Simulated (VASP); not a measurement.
Write the native input for VASP 6.6.1 that does the following.

```
Task                   : relaxation of cell and atoms
Functional             : r2SCAN
Potentials or basis    : VASP PAW PBE potentials, release 64 (Cd, Te)
Cutoff                 : 600 eV
k mesh                 : 8 × 8 × 8
Occupations            : gaussian, width 0.03 eV
Spin                   : no spin polarisation
Further INCAR settings : ALGO = Normal; EDIFF = 1e-07; IBRION = 2; EDIFFG = -0.005; NSW = 90; ISIF = 3
```

The structure of CdTe lies in POSCAR:

```
CdTe                                    
1.0
    0.0000000000      3.2804065418      3.2804065418
    3.2804065418      0.0000000000      3.2804065418
    3.2804065418      3.2804065418     -0.0000000000
  Cd              Te            
     1     1
Direct
     0.0000000000000000    0.0000000000000000    0.0000000000000000
     0.2500000000000000    0.2500000000000000    0.2500000000000000
```

One way to write it, as run:

INCAR

```
ALGO = Normal
EDIFF = 1E-7
EDIFFG = -0.005
ENCUT = 600
IBRION = 2
ISIF = 3
ISMEAR = 0
LASPH = True
LCHARG = False
LMIXTAU = True
LREAL = False
LWAVE = False
METAGGA = R2SCAN
NELM = 80
NSW = 90
PREC = Accurate
SIGMA = 0.03
```

KPOINTS

```
k-points
0
Gamma
  8 8 8
```

Potentials or basis: VASP PAW PBE potentials, release 64 (Cd, Te).

Run with:

```bash
$ cat potpaw_PBE.64/Cd/POTCAR potpaw_PBE.64/Te/POTCAR > POTCAR
$ mpirun -np 1 vasp_std > vasp.out
```

Results of the run:

The pressure after relaxing is 0.0 GPa and the band gap on the k mesh is 1.15 eV, direct.

Caveat: the relaxation stopped at its first step, so nothing moved; the PAW data sets were made with another functional, which shifts forces and pressure a little; spin-orbit coupling is left out, which moves the levels of the heavy elements.

Wall time 2.2 min on 1 thread of Intel(R) Xeon(R) Platinum 8488C (Sapphire Rapids) (shared host), peak memory 0.27 GiB.
